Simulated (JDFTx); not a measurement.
Crystal: MoS2.

```xyz
6
Lattice="3.1690 0.0000 0.0000 -1.5845 2.7444 0.0000 0.0000 0.0000 12.3240" Properties=species:S:1:pos:R:3 pbc="T T T"
Mo    1.5845    0.9148    9.2430
Mo    0.0000    1.8296    3.0810
S     1.5845    0.9148    4.6461
S     0.0000    1.8296   10.8081
S     1.5845    0.9148    1.5159
S     0.0000    1.8296    7.6779
```

* Program: JDFTx 1.7.0 (patched build)
* Task: relaxation of cell and atoms
* Functional: PBE
* Potentials or basis: PseudoDojo-SR-PBE-0.5-standard with smoothed tails
* Cutoff: 1088 eV
* Density cutoff: 8708 eV
* k mesh: 4 × 4 × 1
* Occupations: fermi-dirac, width 0.05 eV
* Spin: no spin polarisation

At the start: pressure 1.8 GPa; volume 17.86 Å³/atom.

**Question.** Where does the relaxation end?

**Answer.** Over 20 steps the energy falls by 18.0 meV/atom and the volume is 20.10 Å³/atom (+12.5 %); space group P6_3/mmc (No. 194, to 0.05 Å).

The path:
```
step  energy change (eV)  largest force (eV/Å)  pressure (GPa)  volume (Å³)
   1              0.0000                0.1129            1.81       107.18
   2             -0.0075                0.1338            1.37       107.72
   3             -0.0341                0.0252            0.80       109.78
   4             -0.0463                0.3005           -0.71       111.20
   5             -0.0494                0.6387           -3.40       117.23
   6             -0.0494                0.6387           -3.40       117.23
   7             -0.0717                0.4646           -2.44       116.83
   8             -0.0943                0.1162           -0.46       116.07
   9             -0.0958                0.0487           -0.05       115.95
  10             -0.0966                0.0309            0.10       115.98
  11             -0.0982                0.0373            0.13       116.22
  12             -0.0995                0.2067           -1.23       118.86
  13             -0.1022                0.1299           -0.88       118.84
  14             -0.1044                0.1086           -0.86       119.84
  15             -0.1073                0.0834           -0.49       120.82
  16             -0.1073                0.0835           -0.49       120.82
  17             -0.1077                0.0585           -0.36       120.76
  18             -0.1081                0.0129           -0.10       120.64
  19             -0.1081                0.0039           -0.04       120.60
  20             -0.1081                0.0016           -0.01       120.59
```

Final structure:
```
CELL_PARAMETERS angstrom
3.18222 0.00000 0.00000
-1.59111 2.75589 0.00000
0.00000 0.00000 13.75072
ATOMIC_POSITIONS crystal
Mo 0.66667 0.33333 0.75000
Mo 0.33333 0.66667 0.25000
S 0.66667 0.33333 0.36358
S 0.33333 0.66667 0.86358
S 0.66667 0.33333 0.13642
S 0.33333 0.66667 0.63642
```

Caveat: the k mesh is coarse (spacing up to 0.57 Å⁻¹), so the values aren't converged; the plane waves are those of the starting cell, so after so large a change of volume the result is rough; this functional lacks dispersion, which binds the layers, so the pressure and a relaxed spacing across them are unreliable.
